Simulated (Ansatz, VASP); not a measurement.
## As: VASP beside Ansatz

```
As
1.0
     0.00000    2.28331    2.28331
     2.28331    0.00000    2.28331
     2.28331    2.28331    0.00000
As
2
Direct
  0.87500 0.87500 0.87500
  0.12500 0.12500 0.12500
```

Change from the starting cell: volume scaled by 0.45, LAPW.

Alike in both runs: task single point; functional LDA; k mesh 13 × 13 × 13; occupations fermi-dirac, width 0.05 eV; no spin polarisation.

```csv
,VASP,Ansatz
version,VASP 6.6.1,Ansatz 0.2.0
potentials or method,"VASP PAW LDA potentials, release 64 (As), cutoff 520 eV","all-electron LAPW, scalar-relativistic"
```

VASP gave:

* pressure (GPa): 217.8

Problem. Which values does Ansatz return?

Solution. Pressure (GPa): 209.3.

Ansatz ran all-electron here, so the differences hold the error of VASP's frozen core and of both bases.

Caveats: the cell as given lies far from equilibrium; so large a pressure means that the cell lies far from this level's equilibrium, or that cutoff or potentials fall short (VASP).
